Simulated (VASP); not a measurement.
# BN (P6_3mc) in VASP: notebook

Runs on BN. Level: LDA. Tasks: single point, relaxation of cell and atoms.

All numbers are computed with VASP 6.6.1; they aren't measurements. Logs are shortened: lines on timing, memory, paths and dates and some standing lists are left out, and cuts for length are marked.

**1. The crystal as given**

It takes space group P6_3mc (No. 186, hexagonal). Conventional cell: a = 2.523 Å, b = 2.523 Å, c = 4.175 Å, α = 90.00°, β = 90.00°, γ = 120.00°. B (site symmetry 3m) has 4 N at 1.55 to 1.56 Å as nearest neighbours. Around N (site symmetry 3m) lie 4 B at 1.55 to 1.56 Å.

Measurements of this composition are mostly on another form, of space group No. 194.

**2. Single point, LDA**

Input file INCAR:

```
PREC = Accurate ; ENCUT = 520
EDIFF = 1E-7 ; ISMEAR = 0
SIGMA = 0.02 ; LREAL = F
LASPH = T ; NELM = 100
ALGO = Normal ; ISIF = 2
LWAVE = F ; LCHARG = T
LELF = T ; LVHAR = T
NBANDS = 16
```

Input file KPOINTS:

```
Automatic mesh
0
Gamma
  12 12 6
```

Input file POSCAR:

```
BN
1.0
    2.5231814711      0.0000000000      0.0000000000
   -1.2615907356      2.1851392523      0.0000000000
    0.0000000000      0.0000000000      4.1751542026
B N
2 2
Direct
    0.6666666667      0.3333333333      0.9997010673
    0.3333333333      0.6666666667      0.4997010673
    0.6666666667      0.3333333333      0.6252989327
    0.3333333333      0.6666666667      0.1252989327
```

Potentials or basis: VASP PAW LDA potentials, release 64 (B, N).

The run is started by

```console
> cat potpaw_LDA.64/B/POTCAR potpaw_LDA.64/N/POTCAR > POTCAR
> mpirun -np 1 vasp_std > vasp.out
```

OUTCAR:

```text
PREC = Accurate
   ENCUT = 520
   EDIFF = 1E-7
   ISMEAR = 0
   LREAL = F
   LASPH = T
   NELM = 100
   ISIF = 2

 ion  position               nearest neighbor table
   1  0.667  0.333  1.000-   4 1.55   4 1.55   4 1.55   3 1.56
   2  0.333  0.667  0.500-   3 1.55   3 1.55   3 1.55   4 1.56
   3  0.667  0.333  0.625-   2 1.55   2 1.55   2 1.55   1 1.56
   4  0.333  0.667  0.125-   1 1.55   1 1.55   1 1.55   2 1.56

  LATTYP: Found a hexagonal cell.
 ALAT       =     2.5231814711
 C/A-ratio  =     1.6547181606

  Lattice vectors:

 A1 = (   2.5231814711,   0.0000000000,   0.0000000000)
 A2 = (  -1.2615907356,   2.1851392523,   0.0000000000)
 A3 = (   0.0000000000,   0.0000000000,   4.1751542026)

Analysis of symmetry for initial positions (statically):
=====================================================================
 Subroutine PRICEL returns:
 Original cell was already a primitive cell.

 Routine SETGRP: Setting up the symmetry group for a
 hexagonal supercell.

 Subroutine GETGRP returns: Found 12 space group operations
 (whereof  6 operations were pure point group operations)
 out of a pool of 24 trial point group operations.

The static configuration has the point symmetry C_3v.
 The point group associated with its full space group is C_6v.

Analysis of symmetry for dynamics (positions and initial velocities):
=====================================================================
 Subroutine PRICEL returns:
 Original cell was already a primitive cell.

 Routine SETGRP: Setting up the symmetry group for a
 hexagonal supercell.

 Subroutine GETGRP returns: Found 12 space group operations
 (whereof  6 operations were pure point group operations)
 out of a pool of 24 trial point group operations.

The dynamic configuration has the point symmetry C_3v.
 The point group associated with its full space group is C_6v.

 Subroutine INISYM returns: Found 12 space group operations
 (whereof  6 operations are pure point group operations),
 and found     1 'primitive' translations

----------------------------------------------------------------------------------------

                                     Primitive cell

  volume of cell :      23.0197

  direct lattice vectors                    reciprocal lattice vectors
     2.523181471  0.000000000  0.000000000     0.396325041  0.228818369  0.000000000
    -1.261590736  2.185139252  0.000000000     0.000000000  0.457636738  0.000000000
     0.000000000  0.000000000  4.175154203     0.000000000  0.000000000  0.239512112

  length of vectors
     2.523181471  2.523181471  4.175154203     0.457636738  0.457636738  0.239512112

  position of ions in fractional coordinates (direct lattice)
     0.666666667  0.333333333  0.999701067
     0.333333333  0.666666667  0.499701067
     0.666666667  0.333333333  0.625298933
     0.333333333  0.666666667  0.125298933

  ion indices of the primitive-cell ions
   primitive index   ion index
                 1           1
                 2           2
                 3           3
                 4           4

----------------------------------------------------------------------------------------

 KPOINTS: Automatic mesh

Automatic generation of k-mesh.
 Grid dimensions read from file:
 generate k-points for:   12   12    6

 Generating k-lattice:

  Cartesian coordinates                     Fractional coordinates (reciprocal lattice)
     0.033027087  0.019068197  0.000000000     0.083333333 -0.000000000  0.000000000
     0.000000000  0.038136395  0.000000000     0.000000000  0.083333333  0.000000000
     0.000000000  0.000000000  0.039918685     0.000000000  0.000000000  0.166666667

  Length of vectors
     0.038136395  0.038136395  0.039918685

  Shift w.r.t. Gamma in fractional coordinates (k-lattice)
     0.000000000  0.000000000  0.000000000

 Subroutine IBZKPT returns following result:
 ===========================================

 Found     76 irreducible k-points:

 Following reciprocal coordinates:
            Coordinates               Weight
  0.000000  0.000000  0.000000      1.000000
  0.083333  0.000000  0.000000      6.000000
  0.166667  0.000000  0.000000      6.000000
  0.250000  0.000000  0.000000      6.000000
  0.333333  0.000000  0.000000      6.000000
  0.416667  0.000000  0.000000      6.000000
[... 16 lines left out ...]
  0.250000  0.000000  0.166667     12.000000
  0.333333  0.000000  0.166667     12.000000
 [... further k-points ...]
   k-points           NKPTS =     76   k-points in BZ     NKDIM =     76   number of bands    NBANDS=     16
   number of dos      NEDOS =    301   number of ions     NIONS =      4
   total plane-waves  NPLWV =  12800
   dimension x,y,z NGX =    20 NGY =   20 NGZ =   32
   dimension x,y,z NGXF=    40 NGYF=   40 NGZF=   64
   ions per type =               2   2
   NGX,Y,Z   is equivalent  to a cutoff of  13.18, 13.18, 12.74 a.u.
   NGXF,Y,Z  is equivalent  to a cutoff of  26.35, 26.35, 25.48 a.u.
 SYSTEM =  unknown system
   PREC   = accura    normal or accurate (medium, high low for compatibility)
   ISTART =      0    job   : 0-new  1-cont  2-samecut
   ICHARG =      2    charge: 1-file 2-atom 10-const
   ISPIN  =      1    spin polarized calculation?
   LNONCOLLINEAR =      F non collinear calculations
   LSORBIT =      F    spin-orbit coupling
   LASPH  =      T    aspherical Exc in radial PAW
   ENCUT  =  520.0 eV  38.22 Ry    6.18 a.u.   4.69  4.69  7.76*2*pi/ulx,y,z
   NELM   =    100;   NELMIN=  2; NELMDL= -5     # of ELM steps
   EDIFF  = 0.1E-06   stopping-criterion for ELM
   LREAL  =      F    real-space projection
   EDIFFG = 0.1E-05   stopping-criterion for IOM
   NSW    =      0    number of steps for IOM
   IBRION =     -1    ionic relax: 0-MD 1-quasi-New 2-CG
   NFREE  =      0    steps in history (QN), initial steepest desc. (CG)
   ISIF   =      2    stress and relaxation
   ISYM   =      2    0-nonsym 1-usesym 2-fastsym
   POTIM  = 0.5000    time-step for ionic-motion
   TEBEG  =    0.0;   TEEND  =   0.0 temperature during run
   PSTRESS=    0.0 pullay stress
   NELECT =      16.0000    total number of electrons
   NUPDOWN=      -1.0000    fix difference up-down
   EMIN   =  10.00;   EMAX   =-10.00  energy-range for DOS
   EFERMI =   0.00;   METHOD = LEGACY
   ISMEAR =     0;   SIGMA  =   0.02  broadening in eV -4-tet -1-fermi 0-gaus
   EFERMI_NEDOS =   21; number of points for ismear=-14 and -15
   IALGO  =     38    algorithm
   IMIX   =      4    mixing-type and parameters
     AMIX     =   0.40;   BMIX     =  1.00
     AMIX_MAG =   1.60;   BMIX_MAG =  1.00
  volume/ion in A,a.u.               =       5.75        38.84
  Fermi-wavevector in a.u.,A,eV,Ry     =   1.450156  2.740398 28.612413  2.102953
  Thomas-Fermi vector in A             =   2.567801
   LORBIT       =      0    0 simple, 1 ext, 2 COOP (PROOUT), +10 PAW based schemes
   GGA     = CA    functional components
   LHFCALC =     F    Hartree Fock is set to
   AEXX    =    0.0000 exact exchange contribution
   IVDW    =     0    specifies the selected vdW correction
   LEPSILON=     F    determine dielectric tensor
   LRPA    =     F    only Hartree local field effects (RPA)
 non-spin polarized calculation
 Gauss-broadening in eV      SIGMA  =   0.02
  energy-cutoff  :      520.00
  volume of cell :       23.02
 maximum number of plane-waves:       640
 NGX is ok and might be reduce to    20
   NGX =  9   NGY =  9   NGZ = 15

 number of electron      16.0000001 magnetization

 Free energy of the ion-electron system (eV)
  ---------------------------------------------------
  ext. energy  EPLUGINS =         0.00000000
  ---------------------------------------------------
  free energy    TOTEN  =       -38.75553459 eV

  energy without entropy =      -38.75553459  energy(sigma->0) =      -38.75553459

 E-fermi :   8.0246     XC(G=0): -13.2218

 val. band max:        7.8851662631   @ k =   0.0000   0.0000   0.0000
 cond. band min:      12.7893919731   @ k =   0.3333   0.3333   0.0000
 fundamental gap:      4.9042257099
 Fermi energy:         8.0246154101

 k-point     1 :       0.0000    0.0000    0.0000
  band No.  band energies     occupation
      1     -12.6684      2.00000
      2      -8.3316      2.00000
      3      -3.3176      2.00000
      4       5.6970      2.00000
      5       5.6970      2.00000
      6       7.5890      2.00000
[... 8 lines left out ...]
     15      19.8471      0.00000
     16      24.1895      0.00000

 k-point     2 :       0.0833    0.0000    0.0000
  band No.  band energies     occupation
      1     -12.5134      2.00000
      2      -8.2111      2.00000
      3      -3.1652      2.00000
      4       5.0001      2.00000
      5       5.4032      2.00000
      6       7.3114      2.00000
[... 8 lines left out ...]
     15      20.2989      0.00000
     16      23.9495      0.00000

 k-point     3 :       0.1667    0.0000    0.0000
  band No.  band energies     occupation
      1     -12.0531      2.00000
      2      -7.8658      2.00000
      3      -2.7136      2.00000
      4       3.3149      2.00000
      5       4.7161      2.00000
      6       5.8957      2.00000
[... 8 lines left out ...]
     15      21.4717      0.00000
     16      23.2430      0.00000

 k-point     4 :       0.2500    0.0000    0.0000
  band No.  band energies     occupation
      1     -11.3030      2.00000
      2      -7.3579      2.00000
      3      -1.9846      2.00000
      4       1.3079      2.00000
      5       3.9497      2.00000
      6       4.1113      2.00000
[... 8 lines left out ...]
     15      22.9849      0.00000
     16      23.4946      0.00000
[... 324 lines left out ...]
 k-point    22 :       0.1667    0.0000    0.1667
  band No.  band energies     occupation
      1     -11.8860      2.00000
      2      -8.4416      2.00000
      3      -1.8678      2.00000
      4       3.4612      2.00000
      5       4.8513      2.00000
      6       5.4533      2.00000
[... 8 lines left out ...]
     15      21.1478      0.00000
     16      23.2994      0.00000

 k-point    23 :       0.2500    0.0000    0.1667
  band No.  band energies     occupation
      1     -11.1407      2.00000
      2      -7.8714      2.00000
      3      -1.2846      2.00000
      4       1.5236      2.00000
      5       3.6673      2.00000
      6       4.0924      2.00000
[... 8 lines left out ...]
     15      22.6408      0.00000
     16      23.5957      0.00000

 k-point    24 :       0.3333    0.0000    0.1667
  band No.  band energies     occupation
      1     -10.1489      2.00000
      2      -7.2519      2.00000
      3      -1.1294      2.00000
      4       0.3507      2.00000
      5       1.8452      2.00000
      6       3.4538      2.00000
[... 8 lines left out ...]
     15      24.0531      0.00000
     16      24.4273      0.00000

 [... further k-points ...]

------------------------ aborting loop because EDIFF is reached ----------------------------------------

  FORCE on cell =-STRESS in cart. coord.  units (eV):
  Direction    XX          YY          ZZ          XY          YZ          ZX
  --------------------------------------------------------------------------------------
  -------------------------------------------------------------------------------------
  Total        0.1432870      0.1432870      0.1382826     -0.0000000      0.0000000      0.0000000
  in kB        9.9728001      9.9728001      9.6244938     -0.0000000      0.0000000      0.0000000
  external PRESSURE =       9.8566980 kB  Pullay stress =       0.0000000 kB

 VOLUME and BASIS-vectors are now :
 -----------------------------------------------------------------------------
  energy-cutoff  :      520.00
  volume of cell :       23.02
      direct lattice vectors                 reciprocal lattice vectors
     2.523181471  0.000000000  0.000000000     0.396325041  0.228818369  0.000000000
    -1.261590736  2.185139252  0.000000000     0.000000000  0.457636738  0.000000000
     0.000000000  0.000000000  4.175154203     0.000000000  0.000000000  0.239512112

 POSITION                                       TOTAL-FORCE (eV/Angst)
 -----------------------------------------------------------------------------------
      1.26159      0.72838      4.17391        -0.000000     -0.000000     -0.002290
     -0.00000      1.45676      2.08633         0.000000      0.000000     -0.002290
      1.26159      0.72838      2.61072        -0.000000      0.000000      0.002290
     -0.00000      1.45676      0.52314         0.000000     -0.000000      0.002290
 -----------------------------------------------------------------------------------
    total drift:                               -0.000000     -0.000000      0.000160

  FREE ENERGIE OF THE ION-ELECTRON SYSTEM (eV)
  ---------------------------------------------------
  free  energy   TOTEN  =       -38.7555345904 eV

  energy  without entropy=      -38.7555345904  energy(sigma->0) =      -38.75553459
```

Wall time 18 s (1 thread of Intel Xeon Platinum 8488C (Sapphire Rapids), shared host); peak memory 0.13 GiB.

Results:

| Property | Result |
| --- | --- |
| Free energy | -38.7555 eV |
| Pressure | 1.0 GPa |
| Band gap on the k mesh | 4.90 eV, indirect (least direct gap 8.28 eV) |

Forces in eV/Å, atoms in the order of the input:
```
B    0.000  0.000 -0.002
B    0.000  0.000 -0.002
N    0.000  0.000  0.002
N    0.000  0.000  0.002
```

Levels at points of the mesh, in eV from the valence-band top:
```csv
k point,band 4,band 5,band 6,band 7,band 8,band 9,band 10,band 11,band 12,band 13
"(0.00, 0.00, 0.00)",-2.19,-2.19,-0.30,0.00,0.00,8.34,8.34,8.62,9.93,11.23
"(0.50, 0.00, 0.00)",-7.93,-7.05,-5.14,-4.60,-2.18,6.71,7.88,10.60,11.65,13.15
"(0.00, 0.00, 0.50)",-5.82,-1.21,-1.21,-1.21,-1.21,9.70,9.70,9.93,9.93,9.93
"(0.50, 0.00, 0.50)",-10.24,-3.89,-3.89,-3.67,-3.67,6.58,6.58,10.14,10.14,14.37
```

A k mesh can miss the band edges.

(Part 1 of 2 ends here.)
